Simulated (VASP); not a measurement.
# GaAs (F-43m) in VASP: further runs

Aim: see how the results for GaAs move with the level of theory and the settings. Levels: PBE, LDA. Tasks: single point.

Program: VASP 6.6.1. These are calculated values, not measurements. Logs are shortened: lines on timing, memory, paths and dates and some standing lists are left out, and cuts for length are marked.

## (1) Starting point

Symmetry: F-43m, No. 216, cubic system. The conventional cell has a = 5.654 Å, b = 5.654 Å, c = 5.654 Å, α = 90.00°, β = 90.00°, γ = 90.00°. As (site symmetry -43m) has 4 Ga at 2.45 Å as nearest neighbours. Ga (site symmetry -43m) is surrounded by 4 As at 2.45 Å.

## (2) Single point, PBE

File INCAR:

```
SYSTEM = GaAs
PREC = Accurate
ENCUT = 520
EDIFF = 1E-6
ISMEAR = 0
SIGMA = 0.03
LREAL = .FALSE.
LASPH = .TRUE.
NELM = 60
ALGO = Fast
ISIF = 2
LWAVE = .FALSE.
LCHARG = .TRUE.
GGA = PE
LELF = .TRUE.
LVHAR = .TRUE.
NBANDS = 16
```

File KPOINTS:

```
regular mesh
0
G
  3 3 3
  0 0 0
```

File POSCAR:

```
GaAs
1.0
    0.0000000000      2.8268500000      2.8268500000
    2.8268500000      0.0000000000      2.8268500000
    2.8268500000      2.8268500000      0.0000000000
As Ga
1 1
Direct
    0.7500000000      0.7500000000      0.7500000000
    0.0000000000      0.0000000000      0.0000000000
```

Potentials or basis: VASP PAW PBE potentials, release 64 (As, Ga_d).

Started as:

```sh
$ cat potpaw_PBE.64/As/POTCAR potpaw_PBE.64/Ga_d/POTCAR > POTCAR
$ mpirun -np 1 vasp_std > vasp.out
```

OUTCAR:

```text
SYSTEM = GaAs
   PREC = Accurate
   ENCUT = 520
   EDIFF = 1E-6
   ISMEAR = 0
   LREAL = .FALSE.
   LASPH = .TRUE.
   NELM = 60
   ISIF = 2
   GGA = PE

 ion  position               nearest neighbor table
   1  0.750  0.750  0.750-   2 2.45   2 2.45   2 2.45   2 2.45
   2  0.000  0.000  0.000-   1 2.45   1 2.45   1 2.45   1 2.45

  LATTYP: Found a face centered cubic cell.
 ALAT       =     5.6537000000

  Lattice vectors:

 A1 = (   0.0000000000,   2.8268500000,   2.8268500000)
 A2 = (   2.8268500000,   0.0000000000,   2.8268500000)
 A3 = (   2.8268500000,   2.8268500000,   0.0000000000)

Analysis of symmetry for initial positions (statically):
=====================================================================
 Subroutine PRICEL returns:
 Original cell was already a primitive cell.

 Routine SETGRP: Setting up the symmetry group for a
 face centered cubic supercell.

 Subroutine GETGRP returns: Found 24 space group operations
 (whereof 24 operations were pure point group operations)
 out of a pool of 48 trial point group operations.

The static configuration has the point symmetry T_d .

Analysis of symmetry for dynamics (positions and initial velocities):
=====================================================================
 Subroutine PRICEL returns:
 Original cell was already a primitive cell.

 Routine SETGRP: Setting up the symmetry group for a
 face centered cubic supercell.

 Subroutine GETGRP returns: Found 24 space group operations
 (whereof 24 operations were pure point group operations)
 out of a pool of 48 trial point group operations.

The dynamic configuration has the point symmetry T_d .

 Subroutine INISYM returns: Found 24 space group operations
 (whereof 24 operations are pure point group operations),
 and found     1 'primitive' translations

----------------------------------------------------------------------------------------

                                     Primitive cell

  volume of cell :      45.1792

  direct lattice vectors                    reciprocal lattice vectors
     0.000000000  2.826850000  2.826850000    -0.176875321  0.176875321  0.176875321
     2.826850000  0.000000000  2.826850000     0.176875321 -0.176875321  0.176875321
     2.826850000  2.826850000  0.000000000     0.176875321  0.176875321 -0.176875321

  length of vectors
     3.997769609  3.997769609  3.997769609     0.306357042  0.306357042  0.306357042

[... 58 lines left out ...]
   NELM   =     60;   NELMIN=  2; NELMDL= -5     # of ELM steps
   EDIFF  = 0.1E-05   stopping-criterion for ELM
   LREAL  =      F    real-space projection
   EDIFFG = 0.1E-04   stopping-criterion for IOM
   NSW    =      0    number of steps for IOM
   IBRION =     -1    ionic relax: 0-MD 1-quasi-New 2-CG
   NFREE  =      0    steps in history (QN), initial steepest desc. (CG)
   ISIF   =      2    stress and relaxation
   ISYM   =      2    0-nonsym 1-usesym 2-fastsym
   POTIM  = 0.5000    time-step for ionic-motion
   TEBEG  =    0.0;   TEEND  =   0.0 temperature during run
   PSTRESS=    0.0 pullay stress
   NELECT =      18.0000    total number of electrons
   NUPDOWN=      -1.0000    fix difference up-down
   EMIN   =  10.00;   EMAX   =-10.00  energy-range for DOS
   EFERMI =   0.00;   METHOD = LEGACY
   ISMEAR =     0;   SIGMA  =   0.03  broadening in eV -4-tet -1-fermi 0-gaus
   EFERMI_NEDOS =   21; number of points for ismear=-14 and -15
   IALGO  =     68    algorithm
   IMIX   =      4    mixing-type and parameters
     AMIX     =   0.40;   BMIX     =  1.00
     AMIX_MAG =   1.60;   BMIX_MAG =  1.00
  volume/ion in A,a.u.               =      22.59       152.44
  Fermi-wavevector in a.u.,A,eV,Ry     =   1.204628  2.276417 19.743799  1.451128
  Thomas-Fermi vector in A             =   2.340347
   LORBIT       =      0    0 simple, 1 ext, 2 COOP (PROOUT), +10 PAW based schemes
   GGA     = PE    functional components
   LHFCALC =     F    Hartree Fock is set to
   AEXX    =    0.0000 exact exchange contribution
   IVDW    =     0    specifies the selected vdW correction
   LEPSILON=     F    determine dielectric tensor
   LRPA    =     F    only Hartree local field effects (RPA)
 non-spin polarized calculation
 RMM-DIIS sequential band-by-band and
 Gauss-broadening in eV      SIGMA  =   0.03
  energy-cutoff  :      520.00
  volume of cell :       45.18
 maximum number of plane-waves:      1243
 NGX is ok and might be reduce to    30
   NGX = 15   NGY = 15   NGZ = 15

 number of electron      17.9999995 magnetization

 Free energy of the ion-electron system (eV)
  ---------------------------------------------------
  ext. energy  EPLUGINS =         0.00000000
  ---------------------------------------------------
  free energy    TOTEN  =        -7.66751787 eV

  energy without entropy =       -7.66751787  energy(sigma->0) =       -7.66751787

 E-fermi :   4.2145     XC(G=0):  -9.5148

 val. band max:        4.0562075479   @ k =   0.0000   0.0000   0.0000
 cond. band min:       4.5508666975   @ k =   0.0000   0.0000   0.0000
 fundamental gap:      0.4946591496
 Fermi energy:         4.2144958148

 k-point     1 :       0.0000    0.0000    0.0000
  band No.  band energies     occupation
      1     -10.8856      2.00000
      2     -10.8856      2.00000
      3     -10.8856      2.00000
      4     -10.8099      2.00000
      5     -10.8099      2.00000
      6      -8.6759      2.00000
[... 53 lines left out ...]
      3     -10.8488      2.00000
      4     -10.8178      2.00000
      5     -10.8066      2.00000
      6      -6.3361      2.00000
[... 8 lines left out ...]
     15      13.6588      0.00000
     16      18.3012      0.00000

------------------------ aborting loop because EDIFF is reached ----------------------------------------

  FORCE on cell =-STRESS in cart. coord.  units (eV):
  Direction    XX          YY          ZZ          XY          YZ          ZX
  --------------------------------------------------------------------------------------
  -------------------------------------------------------------------------------------
  Total        1.3236490      1.3236490      1.3236490     -0.0000000      0.0000000     -0.0000000
  in kB       46.9402205     46.9402205     46.9402205     -0.0000000      0.0000000     -0.0000000
  external PRESSURE =      46.9402205 kB  Pullay stress =       0.0000000 kB

 VOLUME and BASIS-vectors are now :
 -----------------------------------------------------------------------------
  energy-cutoff  :      520.00
  volume of cell :       45.18
      direct lattice vectors                 reciprocal lattice vectors
     0.000000000  2.826850000  2.826850000    -0.176875321  0.176875321  0.176875321
     2.826850000  0.000000000  2.826850000     0.176875321 -0.176875321  0.176875321
     2.826850000  2.826850000  0.000000000     0.176875321  0.176875321 -0.176875321

 POSITION                                       TOTAL-FORCE (eV/Angst)
 -----------------------------------------------------------------------------------
      4.24027      4.24027      4.24027        -0.000000     -0.000000     -0.000000
      0.00000      0.00000      0.00000         0.000000      0.000000      0.000000
 -----------------------------------------------------------------------------------
    total drift:                               -0.000002     -0.000002     -0.000002

  FREE ENERGIE OF THE ION-ELECTRON SYSTEM (eV)
  ---------------------------------------------------
  free  energy   TOTEN  =        -7.6675178730 eV

  energy  without entropy=       -7.6675178730  energy(sigma->0) =       -7.66751787
```

stdout:

```text
POSCAR found type information on POSCAR AsGa
 POSCAR found :  2 types and       2 ions
 scaLAPACK will be used
 LDA part: xc-table for (Slater+PW92), standard interpolation
 POSCAR, INCAR and KPOINTS ok, starting setup
 FFT: planning ... GRIDC
 FFT: planning ... GRID_SOFT
 FFT: planning ... GRID
 WAVECAR not read
 entering main loop
```

Run time: 5.6 s. Hardware: 1 thread of Intel Xeon 6975P-C (Granite Rapids), shared host; peak memory 0.15 GiB.

Results:

- Free energy: -7.6675 eV
- Pressure: 4.7 GPa
- Band gap on the k mesh: 0.49 eV, direct

Caveat: the k mesh is coarse (spacing up to 0.64 Å⁻¹), so the values aren't converged.

## (3) Single point, LDA (grid = ENCUT=650 dk=0.35 cell=3x3x3 ISMEAR=0 SIGMA=0.05 LREAL=Auto EDIFF=1e-07)

File INCAR:

```
SYSTEM = GaAs
ALGO = Fast
EDIFF = 1E-7
ENCUT = 650
ISIF = 2
ISMEAR = 0
KPAR = 2
LASPH = .True.
LCHARG = .False.
LREAL = Auto
LWAVE = .False.
NBANDS = 261
NCORE = 1
NELM = 120
PREC = Accurate
SIGMA = 0.05
```

File KPOINTS:

```
k-points
0
Gamma
  2 2 2
  0 0 0
```

File POSCAR:

```
GaAs
1.0
    0.0000000000      8.4805500000      8.4805500000
    8.4805500000      0.0000000000      8.4805500000
    8.4805500000      8.4805500000      0.0000000000
As Ga
27 27
Direct
    0.2500000000      0.2500000000      0.2500000000
    0.2500000000      0.2500000000      0.5833333333
    0.2500000000      0.2500000000      0.9166666667
    0.2500000000      0.5833333333      0.2500000000
    0.2500000000      0.5833333333      0.5833333333
    0.2500000000      0.5833333333      0.9166666667
    0.2500000000      0.9166666667      0.2500000000
    0.2500000000      0.9166666667      0.5833333333
    0.2500000000      0.9166666667      0.9166666667
    0.5833333333      0.2500000000      0.2500000000
    0.5833333333      0.2500000000      0.5833333333
    0.5833333333      0.2500000000      0.9166666667
    0.5833333333      0.5833333333      0.2500000000
    0.5833333333      0.5833333333      0.5833333333
    0.5833333333      0.5833333333      0.9166666667
    0.5833333333      0.9166666667      0.2500000000
    0.5833333333      0.9166666667      0.5833333333
    0.5833333333      0.9166666667      0.9166666667
    0.9166666667      0.2500000000      0.2500000000
    0.9166666667      0.2500000000      0.5833333333
    0.9166666667      0.2500000000      0.9166666667
    0.9166666667      0.5833333333      0.2500000000
    0.9166666667      0.5833333333      0.5833333333
    0.9166666667      0.5833333333      0.9166666667
    0.9166666667      0.9166666667      0.2500000000
    0.9166666667      0.9166666667      0.5833333333
    0.9166666667      0.9166666667      0.9166666667
    0.0000000000      0.0000000000      0.0000000000
    0.0000000000      0.0000000000      0.3333333333
    0.0000000000      0.0000000000      0.6666666667
    0.0000000000      0.3333333333      0.0000000000
    0.0000000000      0.3333333333      0.3333333333
    0.0000000000      0.3333333333      0.6666666667
    0.0000000000      0.6666666667      0.0000000000
    0.0000000000      0.6666666667      0.3333333333
    0.0000000000      0.6666666667      0.6666666667
    0.3333333333      0.0000000000      0.0000000000
    0.3333333333      0.0000000000      0.3333333333
    0.3333333333      0.0000000000      0.6666666667
    0.3333333333      0.3333333333      0.0000000000
    0.3333333333      0.3333333333      0.3333333333
    0.3333333333      0.3333333333      0.6666666667
    0.3333333333      0.6666666667      0.0000000000
    0.3333333333      0.6666666667      0.3333333333
    0.3333333333      0.6666666667      0.6666666667
    0.6666666667      0.0000000000      0.0000000000
    0.6666666667      0.0000000000      0.3333333333
    0.6666666667      0.0000000000      0.6666666667
    0.6666666667      0.3333333333      0.0000000000
    0.6666666667      0.3333333333      0.3333333333
    0.6666666667      0.3333333333      0.6666666667
    0.6666666667      0.6666666667      0.0000000000
    0.6666666667      0.6666666667      0.3333333333
    0.6666666667      0.6666666667      0.6666666667
```

Potentials or basis: VASP PAW LDA potentials, release 64 (As, Ga_d).

Started as:

```sh
$ cat potpaw_LDA.64/As/POTCAR potpaw_LDA.64/Ga_d/POTCAR > POTCAR
$ mpirun -np 4 vasp_std > vasp.out
```

It took 28 min on 4 MPI ranks of Intel Xeon Platinum 8488C (Sapphire Rapids), shared host; peak memory 1.2 GiB.

It converged, with:

```yaml
Free_energy: -259.4849 eV
Pressure: -1.7 GPa
Band_gap_on_the_k_mesh: 0.33 eV
```

Levels at points of the mesh, in eV from the valence-band top:
| k point | band 239 | band 240 | band 241 | band 242 | band 243 | band 244 | band 245 | band 246 | band 247 | band 248 |
| --- | --- | --- | --- | --- | --- | --- | --- | --- | --- | --- |
| (0.00, 0.00, 0.00) | -0.93 | -0.93 | 0.00 | 0.00 | 0.00 | 0.33 | 1.08 | 1.08 | 1.08 | 1.08 |
| (0.50, 0.00, 0.00) | -1.15 | -0.38 | -0.38 | -0.38 | -0.38 | 0.86 | 1.50 | 1.50 | 1.74 | 1.74 |
| (0.50, 0.50, 0.00) | -1.02 | -0.53 | -0.53 | -0.53 | -0.53 | 1.33 | 1.55 | 2.21 | 2.21 | 2.21 |

## (4) For comparison

An earlier run on the cell as given: functional PBEsol; potentials or basis VASP PAW PBE potentials, release 64 (As, Ga_d); cutoff 520 eV; k mesh 8 × 8 × 8; occupations fermi-dirac, width 0.05 eV; no spin polarisation.

* Pressure: 0.3 GPa
* Band gap on the k mesh: 0.46 eV, direct

## (5) The runs side by side

| level | potentials or basis | cell | k mesh | cutoff (eV) | smearing | ladder | mesh quality | gap on the mesh (eV) | pressure (GPa) |
| --- | --- | --- | --- | --- | --- | --- | --- | --- | --- |
| PBE | VASP PAW PBE potentials, release 64 (As, Ga_d) | as given | 3 × 3 × 3 | 520 | gaussian 0.03 eV | - | coarse | 0.49 | 4.7 |
| LDA | VASP PAW LDA potentials, release 64 (As, Ga_d) | grid = ENCUT=650 dk=0.35 cell=3x3x3 ISMEAR=0 SIGMA=0.05 LREAL=Auto EDIFF=1e-07 | 2 × 2 × 2 | 650 | gaussian 0.05 eV | - | not flagged | 0.33 | -1.7 |
| PBEsol | VASP PAW PBE potentials, release 64 (As, Ga_d) | as given | 8 × 8 × 8 | 520 | fermi-dirac 0.05 eV | free | not flagged | 0.46 | 0.3 |

Alike in all rows: task single point; no spin polarisation.

Caveats: some runs use coarse meshes; the PAW data sets were made with another functional, which shifts forces and pressure a little (some runs).

Total energies depend on the potentials used, so only differences within one code and one set of settings carry meaning.
